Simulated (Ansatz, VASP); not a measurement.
## BN (Qingsongite) in two plane-wave programs

One calculation is typed for both programs; each brings its own data sets and cutoff. How far apart do they land? The cell is taken from a series of VASP runs on this material, whose earlier steps may have relaxed, scaled or displaced it; both programs get it as it stands.

Main program and level: Ansatz 0.2.0; plane waves, with VASP 6.6.1 beside it; relaxation of cell and atoms at r2SCAN.

### Step 1. Set-up

It takes space group F-43m (No. 216, cubic). The conventional cell has a = 3.613 Å, b = 3.613 Å, c = 3.613 Å, α = 90.00°, β = 90.00°, γ = 90.00°. N has 4 B at 1.56 Å nearest. Nearest to B lie 4 N at 1.56 Å. Farther neighbours and most contacts between anions are not listed.

As a file:

```xyz
2
Lattice="0.0000 1.8067 1.8067 1.8067 0.0000 1.8067 1.8067 1.8067 0.0000" Properties=species:S:1:pos:R:3 pbc="T T T"
N     2.7101    2.7101    2.7101
B     0.0000    0.0000    0.0000
```

### Step 2. VASP: relaxation of cell and atoms, r2SCAN

The relaxed volume is the usual yardstick between codes: its relative difference is about their pressure difference at one cell divided by the bulk modulus.

Lines of VASP's logs that name or quote its potential files are left out, and so is its time.

File INCAR:

```
SYSTEM = BN
PREC = Accurate
ENCUT = 560
EDIFF = 1E-07
NELM = 100
ISMEAR = 0
SIGMA = 0.03
LREAL = .FALSE.
ALGO = Normal
METAGGA = R2SCAN
LASPH = .TRUE.
NBANDS = 10
LORBIT = 11
LWAVE = .FALSE.
LCHARG = .FALSE.
KPAR = 4
IBRION = 2
NSW = 50
ISIF = 3
EDIFFG = -0.002
```

File POSCAR:

```
BN
1.0
    0.0000000000      1.8067281876      1.8067281876
    1.8067281876      0.0000000000      1.8067281876
    1.8067281876      1.8067281876      0.0000000000
N B
1 1
Direct
    0.7500000000      0.7500000000      0.7500000000
    0.0000000000      0.0000000000      0.0000000000
```

File KPOINTS:

```
Automatic mesh
0
Gamma
10 10 10
0 0 0
```

PAW data sets: N and B (PBE family, release 64).

Command:

```bash
$ mpirun -np 4 vasp_std
```

Numbers of over 12 decimals in the logs are rounded to 6 here.

Output:

```text
[banner, memory and clock lines left out]
running    4 mpi-ranks, on    1 nodes
 distrk:  each k-point on    1 cores,    4 groups
 distr:  one band on    1 cores,    1 groups

 POSCAR found type information on POSCAR N B
 POSCAR found :  2 types and       2 ions
|                                                                             |
|               ----> ADVICE to this user running VASP <----                  |
|                                                                             |
|     You enforced a specific xc type in the INCAR file but a different       |
|     [... a line on the potential file left out ...]
|     I HOPE YOU KNOW WHAT YOU ARE DOING!                                     |
|                                                                             |

 LDA part: xc-table for (None), standard interpolation
 POSCAR, INCAR and KPOINTS ok, starting setup
 FFT: planning ... GRIDC
 FFT: planning ... GRID_SOFT
 FFT: planning ... GRID
 WAVECAR not read
 entering main loop
       N       E                     dE             d eps       ncg     rms          rms(c)
DAV:   1     0.103640969050E+02    0.10364E+02   -0.54519E+03   948   0.872E+02
DAV:   2    -0.217489096596E+02   -0.32113E+02   -0.30888E+02  1172   0.193E+02
DAV:   3    -0.224178240568E+02   -0.66891E+00   -0.66725E+00  1104   0.241E+01
DAV:   4    -0.224190345304E+02   -0.12105E-02   -0.12104E-02  1056   0.105E+00
DAV:   5    -0.224190357283E+02   -0.11979E-05   -0.11979E-05  1074   0.356E-02    0.662E+00
DAV:   6    -0.191778339140E+02    0.32412E+01   -0.19452E+00   994   0.883E+00    0.357E+00
DAV:   7    -0.191741691357E+02    0.36648E-02   -0.26972E-01   992   0.420E+00    0.184E+00
DAV:   8    -0.191738920256E+02    0.27711E-03   -0.45133E-02  1008   0.150E+00    0.168E-01
DAV:   9    -0.191733915556E+02    0.50047E-03   -0.61279E-03  1124   0.589E-01    0.957E-02
DAV:  10    -0.191733958645E+02   -0.43089E-05   -0.43152E-04  1030   0.181E-01    0.312E-02
DAV:  11    -0.191733971500E+02   -0.12855E-05   -0.42672E-05  1056   0.548E-02    0.839E-03
DAV:  12    -0.191733980977E+02   -0.94771E-06   -0.11631E-06  1054   0.108E-02    0.173E-03
DAV:  13    -0.191733981942E+02   -0.96516E-07   -0.28153E-07   916   0.363E-03
   1 F= -.19173398E+02 E0= -.19173398E+02  d E =-.191734E+02
 curvature:   0.00 expect dE= 0.000E+00 dE for cont linesearch  0.000E+00
 trial: gam= 0.00000 g(F)=  0.232E-48 g(S)=  0.807E-07 ort = 0.000E+00 (trialstep = 0.100E+01)
 search vector abs. value=  0.808E-07
 reached required accuracy - stopping structural energy minimisation
```

From OUTCAR (step 2):

```text
ion  position               nearest neighbor table
   1  0.750  0.750  0.750-   2 1.56   2 1.56   2 1.56   2 1.56
   2  0.000  0.000  0.000-   1 1.56   1 1.56   1 1.56   1 1.56

  LATTYP: Found a face centered cubic cell.
 ALAT       =     3.6134563752

 Subroutine GETGRP returns: Found 24 space group operations
 (whereof 24 operations were pure point group operations)

The static configuration has the point symmetry T_d .

 Found     47 irreducible k-points:

   k-points           NKPTS =     47   k-points in BZ     NKDIM =     47   number of bands    NBANDS=     10

   dimension x,y,z NGX =    20 NGY =   20 NGZ =   20
   dimension x,y,z NGXF=    40 NGYF=   40 NGZF=   40

   ENCUT  =  560.0 eV  41.16 Ry    6.42 a.u.   4.93  4.93  4.93*2*pi/ulx,y,z

   NELECT =       8.0000    total number of electrons

 k-points in reciprocal lattice and weights: Automatic mesh
   0.00000000  0.00000000  0.00000000       0.001
   0.10000000  0.00000000  0.00000000       0.008
   0.20000000  0.00000000  0.00000000       0.008
   0.30000000  0.00000000  0.00000000       0.008
   0.40000000  0.00000000  0.00000000       0.008
   0.50000000  0.00000000  0.00000000       0.004
   0.10000000  0.10000000  0.00000000       0.006
   0.20000000  0.10000000  0.00000000       0.024
   0.30000000  0.10000000  0.00000000       0.024
[...]
-0.30000000  0.40000000  0.20000000       0.024
  -0.30000000  0.50000000  0.20000000       0.012

 average (electrostatic) potential at core
       1 -63.2597       2 -25.9512

 E-fermi :   7.4327

 k-point     1 :       0.0000    0.0000    0.0000
  band No.  band energies     occupation
      1     -14.0481      2.00000
      2       7.2578      2.00000
      3       7.2578      2.00000
      4       7.2578      2.00000
      5      16.7907      0.00000
      6      16.7907      0.00000
      7      16.7907      0.00000
      8      18.3425      0.00000
      9      33.4157      0.00000
    ...

 k-point     2 :       0.1000    0.0000    0.0000
  band No.  band energies     occupation
      1     -13.7962      2.00000
      2       5.9307      2.00000
      3       6.9957      2.00000
      4       6.9957      2.00000
      5      17.0794      0.00000
      6      17.1944      0.00000
      7      17.1944      0.00000
      8      19.1779      0.00000
      9      33.1244      0.00000
    ...

 k-point     3 :       0.2000    0.0000    0.0000
  band No.  band energies     occupation
      1     -13.0563      2.00000
      2       3.0917      2.00000
      3       6.4036      2.00000
      4       6.4036      2.00000
      5      17.4416      0.00000
      6      18.0289      0.00000
      7      18.0289      0.00000
      8      20.9710      0.00000
      9      31.9809      0.00000
    ...

  Total       -0.0010561     -0.0010561     -0.0010561      0.0000000      0.0000000      0.0000000
  in kB       -0.1434566     -0.1434566     -0.1434566      0.0000000      0.0000000      0.0000000
  external PRESSURE =      -0.1434566 kB  Pullay stress =       0.0000000 kB

  energy-cutoff  :      560.00
  volume of cell :       11.80
      direct lattice vectors                 reciprocal lattice vectors
     0.000000000  1.806728188  1.806728188    -0.276743344  0.276743344  0.276743344
     1.806728188  0.000000000  1.806728188     0.276743344 -0.276743344  0.276743344
     1.806728188  1.806728188  0.000000000     0.276743344  0.276743344 -0.276743344

 POSITION                                       TOTAL-FORCE (eV/Angst)
 -----------------------------------------------------------------------------------
      2.71009      2.71009      2.71009        -0.000000      0.000000     -0.000000
      0.00000      0.00000      0.00000         0.000000     -0.000000      0.000000
 -----------------------------------------------------------------------------------
    total drift:                               -0.000000     -0.000000     -0.000000

  FREE ENERGIE OF THE ION-ELECTRON SYSTEM (eV)
  ---------------------------------------------------
  free  energy   TOTEN  =       -19.1733981942 eV

  energy  without entropy=      -19.1733981942  energy(sigma->0) =      -19.17339819

 reached required accuracy - stopping structural energy minimisation

 total charge
# of ion       s       p       d       tot
------------------------------------------
    1        1.227   2.792   0.000   4.018
    2        0.681   1.339   0.000   2.020
--------------------------------------------------
tot          1.907   4.131   0.000   6.039

[... 3 further parts left out ...]
```

CONTCAR:

```
BN
   1.00000000000000
     0.0000000000000000    1.8067281876000001    1.8067281876000001
     1.8067281876000001    0.0000000000000000    1.8067281876000001
     1.8067281876000001    1.8067281876000001    0.0000000000000000
  N               B
     1     1
Direct
     0.7500000000000000    0.7500000000000000    0.7500000000000000
     0.0000000000000000    0.0000000000000000    0.0000000000000000
```

### Step 3. Ansatz: relaxation of cell and atoms, r2SCAN

Ansatz runs on its default PAW (the set named soft_2) files.

The same cell, functional, mesh and smearing now go to Ansatz, which takes its cutoff from its data sets.

File input.yaml:

```yaml
crystal:
  lattice:
    - [0.0, 1.8067281876, 1.8067281876]
    - [1.8067281876, 0.0, 1.8067281876]
    - [1.8067281876, 1.8067281876, 0.0]
  atoms:
    - { symbol: "N", position: [0.75, 0.75, 0.75] }
    - { symbol: B, position: [0.0, 0.0, 0.0] }
hamiltonian:
  xc: r2scan
  pseudopotentials: { kind: paw }
kpoints:
  mp_grid: { grid: [10, 10, 10] }
scf:
  occupations: { method: gaussian, width: 0.03 }
relax:
  f_tol: 0.01
  max_steps: 60
  cell: { stress_tol: 0.05 }
output:
  forces: true
  stress: true
```

Command:

```bash
$ ansatz run input.yaml --threads 4 --pin off --max-ram 9216MiB --backend cpu --events-out ev --progress --plain --runs-dir out
```

Output:

```text
Engine: ansatz 0.2.0, aarch64-unknown-linux-gnu
Pseudopotentials: kind: paw
Pseudopotential: N, paw, valence charge 5, recommended cutoff 500 eV (meta_gga), N.paw.azcp
Pseudopotential: B, paw, valence charge 3, recommended cutoff 500 eV (meta_gga), B.paw.azcp
Functional definition: r2SCAN
  parameter k0 = 0.174
  parameter k1 = 0.065
  parameter a1 = 4.9479
  exchange = r2scan_x(k0 = k0, k1 = k1, a1 = a1)
  correlation = r2scan_c
Crystal: 2 atoms, lattice volume = 11.795 Å³
Basis set: ecut = 500 eV, 307 PW (Γ), exchange–correlation on 80×80×80 points (64 copies of the dense FFT grid, shifted against one another)
Bands: 8, of which v1, the nominal top of the filled ones, is band 4 counted from 1 (3 counted from 0)
Symmetry: 24 space group operations
Space group: F-43m (ITA 216), of the structure as read, at distance tolerance 2.3e-5 Å
k-points: 47 of 1000 (time reversal used)
Non-local potential: N, projectors of the file, l = 0: 2, l = 1: 2, l = 2: 1
Non-local potential: B, projectors of the file, l = 0: 2, l = 1: 2, l = 2: 1
PAW form: soft (Blöchl's): semilocal exchange-correlation on the pseudo side does not see the compensation charge
PAW frozen core: N, regenerated for the run's functional (the file was generated under x = pbe(κ = 0.804, μ = 0.219515), c = pbe(β = 0.066725))
PAW frozen core: B, regenerated for the run's functional (the file was generated under x = pbe(κ = 0.804, μ = 0.219515), c = pbe(β = 0.066725))
PAW one-centre angular grid: N, 302 points (default); XC on 160 Gauss nodes
PAW one-centre angular grid: B, 302 points (default); XC on 160 Gauss nodes
Initial density: superposition of atomic densities (neutral atoms: chi_scale 0, normalization atom), corrected by the library's trained network
Initial wavefunctions: pseudopotential atomic-orbital guess
Functional: x = r2scan, c = r2scan; τ floored in thin density (d = 2e-4 eV/Å³)
SCF iter   1: F=—  HF=-543.914525 eV  |F-HF|=—  |Δ(HF+E_count)|=         —  Δρ=1.17e-2  dr2=1.23e-2  dr2_τ=3.26e-1  ethr=1.77e-3  ⟨swp⟩=4.6  Hψ=2517  notcnv=0
preconditioner: auto → none  [insulator: Δε(μ)=4.943 eV  Ē_g=21.333 eV  σ=0.030 eV  W_gap=1.00  n_scr=0 (ndim 8)  ℏωp=30.6 eV  f_vac=0.000  D(μ)=0.00/eV (n_scr^D=0)  ε∞_Penn≈3.1]
SCF iter   2: F=—  HF=-544.006203 eV  |F-HF|=—  |Δ(HF+E_count)|=   9.17e-2  Δρ=6.52e-3  dr2=1.84e-3  dr2_τ=2.33e-4  ethr=1.54e-4  ⟨swp⟩=2.0  Hψ=1130  notcnv=0
SCF iter   3: F=—  HF=-544.006453 eV  |F-HF|=—  |Δ(HF+E_count)|=   2.50e-4  Δρ=1.62e-3  dr2=1.15e-4  dr2_τ=2.93e-5  ethr=2.30e-5  ⟨swp⟩=2.9  Hψ=667  notcnv=0
SCF iter   4: F=—  HF=-544.006468 eV  |F-HF|=—  |Δ(HF+E_count)|=   1.50e-5  Δρ=1.64e-4  dr2=1.68e-6  dr2_τ=1.79e-7  ethr=1.43e-6  ⟨swp⟩=2.0  Hψ=562  notcnv=0
SCF iter   5: F=—  HF=-544.006468 eV  |F-HF|=—  |Δ(HF+E_count)|=   2.12e-8  Δρ=6.34e-5  dr2=3.86e-7  dr2_τ=1.75e-8  ethr=2.10e-8  ⟨swp⟩=2.6  Hψ=564  notcnv=0
SCF iter   6: F=-544.006468 eV  HF=-544.006468 eV  |F-HF|=2.71e-9  |Δ(HF+E_count)|=   7.29e-9  Δρ=1.09e-5  dr2=1.02e-8  dr2_τ=2.50e-10  ethr=1.25e-9  ⟨swp⟩=4.0  Hψ=1128  notcnv=0
SCF 1 converged in 6 iterations: F = -544.006468 eV  dr2 = 1.02e-8
  greatest PAW one-centre occupation: 0.796 electrons in one spin orbital (limit 2), on the N atom at site 0 (counted from 0), in its partial waves of l = 0
relax step   1: F+E_penalty+E_count = -544.00646790 eV  Δ(F+E_penalty+E_count) = +0.000e0 eV  max|allowed force component| = 3.654e-16 eV/Å  Δτ_max = 0.0000 Å  P = -1.205 GPa  Ω = 11.795 Å³  (6 SCF iters, dr2 threshold 1.00e-7 eV, accepted)
[...]
relax step   2: F+E_penalty+E_count = -544.00659053 eV  Δ(F+E_penalty+E_count) = -1.226e-4 eV  max|allowed force component| = 1.767e-16 eV/Å  Δτ_max = 0.0000 Å  P = -0.501 GPa  Ω = 11.774 Å³  energy of the carried Pulay correction = +9.097e-6 eV  (4 SCF iters, dr2 threshold 2.00e-7 eV, accepted)
[...]
relax step   3: F+E_penalty+E_count = -544.00662068 eV  Δ(F+E_penalty+E_count) = -3.015e-5 eV  max|allowed force component| = 1.583e-16 eV/Å  Δτ_max = 0.0000 Å  P = -0.001 GPa  Ω = 11.759 Å³  energy of the carried Pulay correction = +1.556e-5 eV  (3 SCF iters, dr2 threshold 2.00e-7 eV, accepted)
[...]
relax step   4: F+E_penalty+E_count = -544.00660532 eV  Δ(F+E_penalty+E_count) = +1.536e-5 eV  max|allowed force component| = 1.919e-16 eV/Å  Δτ_max = 0.0000 Å  P = +0.001 GPa  Ω = 11.759 Å³  stress off target by 7.76e-4 GPa  SCF on the basis re-selected at this cell (its energy is not comparable with the rows above)  (5 SCF iters)
basis re-selected at this cell: Δ(F+E_penalty+E_count) = +1.536e-5 eV, ΔP = +0.002 GPa vs the last step (what re-selecting the basis moved, of the pressure what is left beyond the Pulay correction that the steps carried, after the strain that the cell walked since its last selection, with what the two solves' SCF thresholds leave and, on support functions, any second-order correction that the steps lacked; it is no m [...]
SCF converged after 5 iterations
Free energy (F): -544.006605 eV
Harris-Foulkes:  -544.006605 eV  (|F-HF|=1.14e-13)
Internal energy: -544.006605 eV  (E = F + TS)
E sigma→0 (E₀):  -544.006605 eV
Fermi energy:    13.580867 eV
--- Per-component energies (eV) ---
  E_band       = 22.323601
  E_kinetic    = 186.165696
  E_local      = -174.778289  (includes V_loc(G=0)·N_el)
  E_nonlocal   = 55.886199
  E_hartree    = 49.522941
  E_xc         = -92.366025
  E_vxc        = -127.840037  (∫ρ·V_xc dr)
  E_paw        = -209.481578  (= ΣΔE_a)
  E_vpaw       = -23.156373  (= ΣTr[D̂ρ^β])
  E_aug_tail   = 0.000018  (compensation charges beyond the density's cutoff)
  E_vtau       = 7.000505  (kinetic-family band-sum trace: ∫τ·v_τ [+ j·A + Jᵃ·Aᵃ] dr)
  E_ewald      = -358.907560
  E_core_change = -0.048007  (= ΣΔE_core)
  E_smearing   = -0.000000  (= −TS)
  E_closure    = 0.000000  (closes the sum)
  Σ components = -544.006605   (vs F -544.006605, Δ=0.00e0)
--- Forces (eV/Å), atoms counted from 1 ---
  atom   1  N      0.00000000     0.00000000     0.00000000
  atom   2  B      0.00000000     0.00000000     0.00000000
  max |Σ_I F_I| component: 3.93e-16 eV/Å
--- Stress (GPa, compression-positive) ---
        0.000776       0.000000      -0.000000
        0.000000       0.000776       0.000000
        0.000000       0.000000       0.000776
  P = ⅓ Tr σ = 0.0008 GPa (0.008 kbar)
--- Relaxed structure (3 steps of the walk, 3 accepted, 1 SCFs on fresh bases) ---
  F+E_penalty+E_count = -544.00660532 eV   max|allowed force component| = 1.919e-16 eV/Å   (the final SCF, on the basis selected at the relaxed cell)
  cell:  # Å, volume = 11.7589 Å³
    - [0, 1.804867, 1.804867]
    - [1.804867, 0, 1.804867]
    - [1.804867, 1.804867, 0]
  atoms:
    - { symbol: N, position: [0.750000, 0.750000, 0.750000] }
    - { symbol: B, position: [0, 0, 0] }
```

The job ended after 1.7 s (4 threads of Arm Neoverse V1, shared host; peak memory 0.31 GiB; 5.2 s of CPU time).

### Step 4. Comparison

Known differences besides the potentials themselves: VASP keeps PBE cores, Ansatz makes them for the functional; both relaxations stop at a tolerance, which leaves soft axes loose, and VASP keeps its plane-wave basis; the cutoff is 500 eV in Ansatz and 560 eV in VASP; Ansatz adds a Pulay correction to the stress that steers its cell, VASP none. Total energies have different zeros and are not compared.

Both answers:

```csv
quantity,Ansatz,VASP,difference
volume (Å³),11.76,11.80,-0.31 %
"edge a after relaxation, in the typed setting (Å)",2.553,2.555,-0.10 %
```

The walks stopped with 0.00 GPa left in Ansatz and -0.01 GPa in VASP; each walk ends within a tolerance, so the volume difference is uncertain by about these residues over the bulk modulus, most in soft cells.

### Step 5. Results

```
difference in volume (relaxation of cell and atoms, r2SCAN) : -0.31 %
```

In words: The difference in volume is -0.31 % (relaxation of cell and atoms, r2SCAN), within the 1.2 % picked in this series as the mark of a large difference, as far as the stopping tolerances let one tell. Such differences can come from data sets, numerical settings and the points named under the comparisons, not from the functional's error against experiment.

[Lines on the potential files, build, host, timing and source positions are cut from VASP's logs without a mark.]

[Logs are printed without paths, hosts, clocks, repeated set-up lines and the standing remarks that a program may print on its own settings, such as how far it seeks lower states.]

[Hosts, paths, dates, database ids (printed as entryN), source tags and the programs' standing remarks are cut or masked in the printed files.]
